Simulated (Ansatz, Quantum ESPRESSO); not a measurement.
# Ballistic transmission: Ru chain with a N atom on top of one atom, part 2 of 5

Aim: the zero-bias transmission with pwcond for this junction: Ru chain with a N atom on top of one atom.

Quantum ESPRESSO 7.5; plane-wave DFT, PBE, GBRV ultrasoft pseudopotentials; cross-check by Ansatz 0.2.0 with PAW datasets.

So far. Step 2 (Self-consistent run): The run needed 32 iterations to bring the estimated error under 1e-07 Ry; the largest force on any atom, held or free, is 3.21 eV/Å.

**3. The open system**

Level of this step: transmission by pwcond, lead and junction from one cell; plane-wave DFT, PBE, GBRV ultrasoft pseudopotentials (Quantum ESPRESSO).

prefixt takes both regions from one run: the lead from 0 to bdl, the scattering region from bdl to bds (units of alat). ikind = 1 puts the same lead on both sides. The program's T_tot counts both spins in a run without spin; the tables below give T per spin.

Contents of cond.in:

```
&inputcond
  outdir = './out'
  prefixt = 'scf'
  tran_file = 'cond.dat'
  bdl = 0.6000000000
  bds = 4.5000000000
  ikind = 1
  ewind = 4.0
  epsproj = 1e-05
  nz1 = 7
  energy0 = 2.0
  denergy = -0.1
/
1
  0.00000000 0.00000000 1.00000000
41
```

On the command line:

```
OMP_NUM_THREADS=1 mpirun -n 4 pwcond.x -in cond.in > cond.out
```

Log:

```text
[banner, memory and clock lines left out]
Program PWCOND v.7.5 starts

          URL

     ./out/scf.save/

     IMPORTANT: XC functional enforced from input :
     Exchange-correlation= PBE
                           (   1   4   3   4   0   0   0)
     Any further DFT definition will be discarded
     Please, verify this is what you really want

     negative rho (up, down):  1.019E+00 0.000E+00
     Reading collected, re-writing distributed wavefunctions

===== INPUT FILE containing all the regions =====

     GEOMETRY:

     lattice parameter (alat)  =      14.1729  a.u.
     the volume                =   12811.2913 (a.u.)^3
     the cross section         =     200.8724 (a.u.)^2
     l of the unit cell        =       4.5000 (alat)
     number of atoms/cell      =           16
     number of atomic types    =            2

     crystal axes: (cart. coord. in units of alat)
               a(1) = (  1.0000  0.0000  0.0000 )
               a(2) = (  0.0000  1.0000  0.0000 )
               a(3) = (  0.0000  0.0000  4.5000 )

   Cartesian axes

     site n.     atom                  positions (alat units)
          1        Ru     tau(  1)=(  0.5000  0.5000  4.5000  )
          2        Ru     tau(  2)=(  0.5000  0.5000  0.3000  )
          3        Ru     tau(  3)=(  0.5000  0.5000  0.6000  )
          4        Ru     tau(  4)=(  0.5000  0.5000  0.9000  )
          5        Ru     tau(  5)=(  0.5000  0.5000  1.2000  )
          6        Ru     tau(  6)=(  0.5000  0.5000  1.5000  )
          7        Ru     tau(  7)=(  0.5000  0.5000  1.8000  )
          8        Ru     tau(  8)=(  0.5000  0.5000  2.1000  )
          9        N      tau(  9)=(  0.7146  0.5000  2.1000  )
         10        Ru     tau( 10)=(  0.5000  0.5000  2.4000  )
         11        Ru     tau( 11)=(  0.5000  0.5000  2.7000  )
         12        Ru     tau( 12)=(  0.5000  0.5000  3.0000  )
         13        Ru     tau( 13)=(  0.5000  0.5000  3.3000  )
         14        Ru     tau( 14)=(  0.5000  0.5000  3.6000  )
         15        Ru     tau( 15)=(  0.5000  0.5000  3.9000  )
         16        Ru     tau( 16)=(  0.5000  0.5000  4.2000  )

     nr1s                      =           54
     nr2s                      =           54
     nr3s                      =          240
     nr1sx                     =           54
     nr2sx                     =           54
     nr3sx                     =          240
     nr1                       =           60
     nr2                       =           60
     nr3                       =          270
     nr1x                      =           60
     nr2x                      =           60
     nr3x                      =          270

 _______________________________
  Radii of nonlocal spheres:

     type       ibeta     ang. mom.          radius (alat units)
       Ru         1         0                    0.1242
       Ru         2         0                    0.1242
       Ru         3         1                    0.1242
       Ru         4         1                    0.1242
       Ru         5         2                    0.1242
       Ru         6         2                    0.1242
       N          1         0                    0.0853
       N          2         0                    0.0853
       N          3         1                    0.0853
       N          4         1                    0.0853
----- General information -----

--- T calc. with identical leads (ikind=1) ---

     nrx                       =           54
     nry                       =           54
     nz1                       =            7

     energy0               =         2.0E+00
     denergy               =        -1.0E-01
     nenergy               =         41
     ecut2d                =         3.4E+01
     ewind                 =         4.0E+00
     epsproj               =         1.0E-05

     number of k_|| points=    1
                       cryst. coord.
        k(    1) = (   0.0000000   0.0000000), wk =   1.0000000
----- Information about left/right lead -----

     nocros                   =           18
     noins                    =           18
     norb                     =           54
     norbf                    =          260
     nrz                      =           32

      iorb      type   ibeta   ang. mom.   m       position (alat)
        1        1       1        0        1   taunew(   1)=(  0.5000  0.5000  0.0000)
        2        1       2        0        1   taunew(   2)=(  0.5000  0.5000  0.0000)
        3        1       3        1        1   taunew(   3)=(  0.5000  0.5000  0.0000)
        4        1       3        1        2   taunew(   4)=(  0.5000  0.5000  0.0000)
        5        1       3        1        3   taunew(   5)=(  0.5000  0.5000  0.0000)
        6        1       4        1        1   taunew(   6)=(  0.5000  0.5000  0.0000)
        7        1       4        1        2   taunew(   7)=(  0.5000  0.5000  0.0000)
        8        1       4        1        3   taunew(   8)=(  0.5000  0.5000  0.0000)
        9        1       5        2        1   taunew(   9)=(  0.5000  0.5000  0.0000)
       10        1       5        2        2   taunew(  10)=(  0.5000  0.5000  0.0000)
       11        1       5        2        3   taunew(  11)=(  0.5000  0.5000  0.0000)
       12        1       5        2        4   taunew(  12)=(  0.5000  0.5000  0.0000)
       13        1       5        2        5   taunew(  13)=(  0.5000  0.5000  0.0000)
       14        1       6        2        1   taunew(  14)=(  0.5000  0.5000  0.0000)
       15        1       6        2        2   taunew(  15)=(  0.5000  0.5000  0.0000)
       16        1       6        2        3   taunew(  16)=(  0.5000  0.5000  0.0000)
       17        1       6        2        4   taunew(  17)=(  0.5000  0.5000  0.0000)
       18        1       6        2        5   taunew(  18)=(  0.5000  0.5000  0.0000)
       19        1       1        0        1   taunew(  19)=(  0.5000  0.5000  0.3000)
       20        1       2        0        1   taunew(  20)=(  0.5000  0.5000  0.3000)
       21        1       3        1        1   taunew(  21)=(  0.5000  0.5000  0.3000)
       22        1       3        1        2   taunew(  22)=(  0.5000  0.5000  0.3000)
       23        1       3        1        3   taunew(  23)=(  0.5000  0.5000  0.3000)
       24        1       4        1        1   taunew(  24)=(  0.5000  0.5000  0.3000)
       25        1       4        1        2   taunew(  25)=(  0.5000  0.5000  0.3000)
       26        1       4        1        3   taunew(  26)=(  0.5000  0.5000  0.3000)
       27        1       5        2        1   taunew(  27)=(  0.5000  0.5000  0.3000)
[...]
0.0642172   0.0000288   2.0000000
   0.0654646   0.0000165   2.0000000
   0.3724245   0.0000149   2.0000000

 to transmit
 Band j to band i transmissions and reflections:
    j         i     |T_ij|^2    |R_ij|^2

    1 -->     1     0.62227     0.08879
    1 -->     2     0.00000     0.00000
    1 -->     3     0.14816     0.14078
   Total T_j, R_j =    0.77044  0.22957

    2 -->     1     0.00000     0.00000
    2 -->     2     0.74878     0.25122
    2 -->     3     0.00000     0.00000
   Total T_j, R_j =    0.74878  0.25122

    3 -->     1     0.14804     0.14078
    3 -->     2     0.00000     0.00000
    3 -->     3     0.22704     0.48414
   Total T_j, R_j =    0.37508  0.62492

E-Ef(ev), T(x2 spins) =    2.0000000   3.7885838
---  E-Ef =    1.9000000  k =    0.0000000   0.0000000
---  ie =          2  ik =          1
 Nchannels of the left tip =            3
 Right moving states:
   k1(2pi/a)   k2(2pi/a)   E-Ef (eV)
  -0.0793783   0.0000284   1.9000000
  -0.0805152   0.0000163   1.9000000
  -0.3800130   0.0000147   1.9000000
 Left moving states:
   k1(2pi/a)   k2(2pi/a)   E-Ef (eV)
   0.0793783   0.0000284   1.9000000
   0.0805152   0.0000163   1.9000000
   0.3800133   0.0000147   1.9000000

 to transmit
 Band j to band i transmissions and reflections:
    j         i     |T_ij|^2    |R_ij|^2

    1 -->     1     0.61089     0.07847
    1 -->     2     0.00000     0.00000
    1 -->     3     0.15279     0.15785
   Total T_j, R_j =    0.76368  0.23632

    2 -->     1     0.00000     0.00000
    2 -->     2     0.74622     0.25378
    2 -->     3     0.00000     0.00000
   Total T_j, R_j =    0.74622  0.25378

    3 -->     1     0.15178     0.15785
    3 -->     2     0.00000     0.00000
    3 -->     3     0.20128     0.48909
   Total T_j, R_j =    0.35306  0.64695

E-Ef(ev), T(x2 spins) =    1.9000000   3.7259179
---  E-Ef =    1.8000000  k =    0.0000000   0.0000000
---  ie =          3  ik =          1
 Nchannels of the left tip =            3
 Right moving states:
   k1(2pi/a)   k2(2pi/a)   E-Ef (eV)
  -0.0935911   0.0000280   1.8000000
  -0.0946597   0.0000160   1.8000000
  -0.3877383   0.0000145   1.8000000
 Left moving states:
   k1(2pi/a)   k2(2pi/a)   E-Ef (eV)
   0.0935911   0.0000280   1.8000000
   0.0946597   0.0000160   1.8000000
   0.3877385   0.0000145   1.8000000

 to transmit
 Band j to band i transmissions and reflections:
    j         i     |T_ij|^2    |R_ij|^2

    1 -->     1     0.58519     0.07864
    1 -->     2     0.00000     0.00000
    1 -->     3     0.15723     0.17894
   Total T_j, R_j =    0.74242  0.25757

    2 -->     1     0.00000     0.00000
    2 -->     2     0.73594     0.26406
    2 -->     3     0.00000     0.00000
   Total T_j, R_j =    0.73594  0.26406

    3 -->     1     0.15579     0.17895
    3 -->     2     0.00000     0.00000
    3 -->     3     0.17415     0.49112
   Total T_j, R_j =    0.32994  0.67007

E-Ef(ev), T(x2 spins) =    1.8000000   3.6166122
[... further energies and points left out ...]
---  E-Ef =   -1.8000000  k =    0.0000000   0.0000000
---  ie =         39  ik =          1
 Nchannels of the left tip =            3
 Right moving states:
   k1(2pi/a)   k2(2pi/a)   E-Ef (eV)
   0.4665496   0.0000156  -1.8000000
   0.4827752   0.0000114  -1.8000000
   0.4837468   0.0000199  -1.8000000
 Left moving states:
   k1(2pi/a)   k2(2pi/a)   E-Ef (eV)
  -0.4665487   0.0000156  -1.8000000
  -0.4827752   0.0000114  -1.8000000
  -0.4837468   0.0000199  -1.8000000

 to transmit
 Band j to band i transmissions and reflections:
    j         i     |T_ij|^2    |R_ij|^2

    1 -->     1     0.94109     0.04225
    1 -->     2     0.00000     0.00000
    1 -->     3     0.00703     0.00964
   Total T_j, R_j =    0.94811  0.05189

    2 -->     1     0.00000     0.00000
    2 -->     2     0.90346     0.09654
    2 -->     3     0.00000     0.00000
   Total T_j, R_j =    0.90346  0.09654

    3 -->     1     0.00612     0.00964
    3 -->     2     0.00000     0.00000
    3 -->     3     0.17431     0.80993
   Total T_j, R_j =    0.18043  0.81957

E-Ef(ev), T(x2 spins) =   -1.8000000   4.0640149
---  E-Ef =   -1.9000000  k =    0.0000000   0.0000000
---  ie =         40  ik =          1
 Nchannels of the left tip =            3
 Right moving states:
   k1(2pi/a)   k2(2pi/a)   E-Ef (eV)
   0.4586235   0.0000157  -1.9000000
   0.4697982   0.0000113  -1.9000000
   0.4707862   0.0000198  -1.9000000
 Left moving states:
   k1(2pi/a)   k2(2pi/a)   E-Ef (eV)
  -0.4586226   0.0000157  -1.9000000
  -0.4697983   0.0000113  -1.9000000
  -0.4707862   0.0000198  -1.9000000

 to transmit
 Band j to band i transmissions and reflections:
    j         i     |T_ij|^2    |R_ij|^2

    1 -->     1     0.94731     0.03710
    1 -->     2     0.00000     0.00000
    1 -->     3     0.00658     0.00900
   Total T_j, R_j =    0.95389  0.04611

    2 -->     1     0.00000     0.00000
    2 -->     2     0.90333     0.09667
    2 -->     3     0.00000     0.00000
   Total T_j, R_j =    0.90333  0.09667

    3 -->     1     0.00617     0.00901
    3 -->     2     0.00000     0.00000
    3 -->     3     0.18373     0.80110
   Total T_j, R_j =    0.18990  0.81010

E-Ef(ev), T(x2 spins) =   -1.9000000   4.0942359
---  E-Ef =   -2.0000000  k =    0.0000000   0.0000000
---  ie =         41  ik =          1
 Nchannels of the left tip =            3
 Right moving states:
   k1(2pi/a)   k2(2pi/a)   E-Ef (eV)
   0.4507098   0.0000158  -2.0000000
   0.4565749   0.0000113  -2.0000000
   0.4575813   0.0000197  -2.0000000
 Left moving states:
   k1(2pi/a)   k2(2pi/a)   E-Ef (eV)
  -0.4507089   0.0000158  -2.0000000
  -0.4565749   0.0000113  -2.0000000
  -0.4575814   0.0000197  -2.0000000

 to transmit
 Band j to band i transmissions and reflections:
    j         i     |T_ij|^2    |R_ij|^2

    1 -->     1     0.95224     0.03310
    1 -->     2     0.00000     0.00000
    1 -->     3     0.00610     0.00856
   Total T_j, R_j =    0.95834  0.04166

    2 -->     1     0.00000     0.00000
    2 -->     2     0.89976     0.10024
    2 -->     3     0.00000     0.00000
   Total T_j, R_j =    0.89976  0.10024

    3 -->     1     0.00626     0.00856
    3 -->     2     0.00000     0.00000
    3 -->     3     0.18967     0.79551
   Total T_j, R_j =    0.19593  0.80407

E-Ef(ev), T(x2 spins) =   -2.0000000   4.1080521
   T_tot     2.00000      0.37886E+01
   T_tot     1.90000      0.37259E+01
   T_tot     1.80000      0.36166E+01
   T_tot     1.70000      0.36569E+01
   T_tot     1.60000      0.38100E+01
   T_tot     1.50000      0.38668E+01
   T_tot     1.40000      0.38691E+01
   T_tot     1.30000      0.38101E+01
   T_tot     1.20000      0.36678E+01
   T_tot     1.10000      0.34174E+01
   T_tot     1.00000      0.31302E+01
   T_tot     0.90000      0.32236E+01
   T_tot     0.80000      0.39557E+01
   T_tot     0.70000      0.46751E+01
   T_tot     0.60000      0.45673E+01
   T_tot     0.50000      0.53608E+01
   T_tot     0.40000      0.55094E+01
   T_tot     0.30000      0.56336E+01
   T_tot     0.20000      0.58402E+01
   T_tot     0.10000      0.69477E+01
   T_tot    -0.00000      0.73381E+01
   T_tot    -0.10000      0.73674E+01
   T_tot    -0.20000      0.71607E+01
   T_tot    -0.30000      0.65724E+01
   T_tot    -0.40000      0.65518E+01
   T_tot    -0.50000      0.66481E+01
   T_tot    -0.60000      0.65497E+01
   T_tot    -0.70000      0.64245E+01
   T_tot    -0.80000      0.63235E+01
   T_tot    -0.90000      0.60932E+01
   T_tot    -1.00000      0.58943E+01
   T_tot    -1.10000      0.56950E+01
   T_tot    -1.20000      0.46632E+01
   T_tot    -1.30000      0.39060E+01
   T_tot    -1.40000      0.37621E+01
   T_tot    -1.50000      0.39556E+01
   T_tot    -1.60000      0.40485E+01
   T_tot    -1.70000      0.39428E+01
   T_tot    -1.80000      0.40640E+01
   T_tot    -1.90000      0.40942E+01
   T_tot    -2.00000      0.41081E+01

Note: The following floating-point exceptions are signalling: IEEE_UNDERFLOW_FLAG
Note: The following floating-point exceptions are signalling: IEEE_UNDERFLOW_FLAG
Note: The following floating-point exceptions are signalling: IEEE_UNDERFLOW_FLAG
Note: The following floating-point exceptions are signalling: IEEE_UNDERFLOW_FLAG
```

Run time: 4.6 min. Hardware: 4 MPI ranks of Arm Neoverse V2, shared host; peak memory 0.57 GiB; 19 min of CPU time.

This step gave:

```
lead channels at the Fermi level, one spin : 6
transmission at the Fermi level, one spin  : 3.669
conductance                                : 3.669 G₀
```

Per spin. Open channels against energy, zero at the Fermi level:

| energy (eV) | open channels |
| --- | --- |
| -2.00 | 3 |
| -1.80 | 3 |
| -1.60 | 3 |
| -1.40 | 3 |
| -1.20 | 5 |
| -1.00 | 6 |
| -0.90 | 6 |
| -0.70 | 6 |
| -0.50 | 6 |
| -0.30 | 6 |
| -0.10 | 6 |
| 0.00 | 6 |
| 0.10 | 6 |
| 0.30 | 4 |
| 0.50 | 4 |
| 0.70 | 4 |
| 0.90 | 4 |
| 1.00 | 4 |
| 1.20 | 4 |
| 1.40 | 4 |
| 1.60 | 4 |
| 1.80 | 3 |
| 2.00 | 3 |

Per spin. Table of transmission by energy, zero at the Fermi level:

| energy (eV) | transmission |
| --- | --- |
| -2.00 | 2.05 |
| -1.90 | 2.05 |
| -1.70 | 1.97 |
| -1.60 | 2.02 |
| -1.40 | 1.88 |
| -1.30 | 1.95 |
| -1.20 | 2.33 |
| -1.00 | 2.95 |
| -0.90 | 3.05 |
| -0.80 | 3.16 |
| -0.60 | 3.27 |
| -0.50 | 3.32 |
| -0.30 | 3.29 |
| -0.20 | 3.58 |
| -0.10 | 3.68 |
| 0.00 | 3.67 |
| 0.10 | 3.47 |
| 0.20 | 2.92 |
| 0.30 | 2.82 |
| 0.50 | 2.68 |
| 0.60 | 2.28 |
| 0.80 | 1.98 |
| 0.90 | 1.61 |
| 1.00 | 1.57 |
| 1.20 | 1.83 |
| 1.30 | 1.91 |
| 1.40 | 1.93 |
| 1.60 | 1.90 |
| 1.70 | 1.83 |
| 1.90 | 1.86 |
| 2.00 | 1.89 |

The program's own clock; routines nest. Time by routine:

| routine | wall time (s) | calls |
| --- | --- | --- |
| PWCOND | 278.2 | 1 |
| scatter_forw | 232.8 | 82 |
| compbs | 27.4 | 41 |
| compbs_2 | 22.36 | 41 |
| local | 10.49 | 1 |
| init | 1.02 | 1 |
| poten | 0.1 | 1 |

The run is unpolarised; a magnetic state was not tried, may lie lower and would change T.

At no point does T exceed the number of channels. That doesn't clear the run: at some energies its lead has fewer channels than the second code's.

(Part 2 of 5 ends here.)

[Logs are printed without paths, hosts, clocks, repeated set-up lines and the standing remarks that a program may print on its own settings, such as how far it seeks lower states.]

[Hosts, paths, dates, database ids (printed as entryN), source tags and the programs' standing remarks are cut or masked in the printed files.]

[Maps of the electrostatic potential energy from Ansatz leave out the sawtooth potential of an applied field or a dipole correction, so their vacuum need not be flat; planar profiles and work functions include it.]
